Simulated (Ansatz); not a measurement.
Ge:

```xyz
4
Lattice="0.0000 2.8857 5.1157 2.6305 0.0000 5.1157 2.6305 2.8857 0.0000" Properties=species:S:1:pos:R:3 pbc="T T T"
Ge    2.6305    4.1929    5.1157
Ge    2.6305    1.5786    5.1157
Ge    2.6305    2.8857    2.2318
Ge    2.6305    2.8857    7.9995
```

This isn't the form of Ge at room conditions, which is diamond.

Base run:

```yaml
Program: Ansatz 0.2.0
Functional: LDA
Potentials_or_basis: Ansatz PAW
Cutoff: "420 eV (not typed: the program's choice for these potentials)"
k_mesh: 5 × 5 × 5
Occupations: fermi-dirac, width 0.05 eV
Spin: no spin polarisation
```

Its results: band gap on the k mesh none (metal or under the smearing width); pressure -5.3 GPa; largest force 0.117 eV/Å.

Q: The run is repeated on the same cell with these changes: functional from LDA to RPBE. What comes out?

A: Band gap on the k mesh none (metal or under the smearing width); pressure 1.5 GPa; largest force 0.070 eV/Å.

RPBE binds less tightly than LDA, so the same cell stands under more pressure.

Caveats: the PAW data sets come from PBE, with cores solved anew for the run's functional, which leaves a small shift of forces and pressure.
